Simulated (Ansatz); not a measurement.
**Y: how the axes shrink under pressure**

Y, P6_3/mmc, a = 3.598 Å, c = 5.586 Å. Ansatz: PBEsol, PAW, 420 eV, Γ-centred 12×12×8 mesh on 2 atoms, Gaussian smearing 0.10 eV; no spin polarisation. Cell and atoms are relaxed at each pressure, and no other structure is tried, so the rows at high pressure may lie past a change of phase. y = 100 ln(c/c0) with c0 = 5.5858 Å, so nearly a change in per cent. The pressures are the targets, met within 0.05 GPa.

```
P (GPa) y  100 ln(a/a0)
   -3.0    2.55          2.67
    0.0    0.00          0.00
    3.0   -2.08         -2.17
    8.0       ?             ?
   15.0   -6.94         -9.03
   30.0  -10.05        -15.05
   60.0  -14.61        -22.88
```

Task: Fit y = c1 P + c2 P² to the other rows, give the linear compressibility along c, and predict the missing y.

Result: Least squares on the rows shown. y = −0.4829 P + 0.004035 P². The linear compressibility along c is −c1/100 = 4.83 per TPa, against 6.50 along a from the same fit to the last column (its missing entry is -5.39): the crystal is softer along a at low pressure. The runs next to zero pressure give 7.75 and 8.09, so a parabola over the whole range misstates the start. With a term in P³ added, the coefficient of P becomes -0.6963, 44 % more, which shows how far this figure hangs on the form. At P = 8.0 the fit asked for gives -3.60. The run gave -4.51, so the fit is 0.91 too high, within twice the rms miss on the fitted rows (0.72): the form describes this series only roughly. The parabola turns at P = 59.8, between the two outer rows, which can neither show nor exclude a turn there.

The mesh isn't the same in all rows (12×12×8, 18×18×8).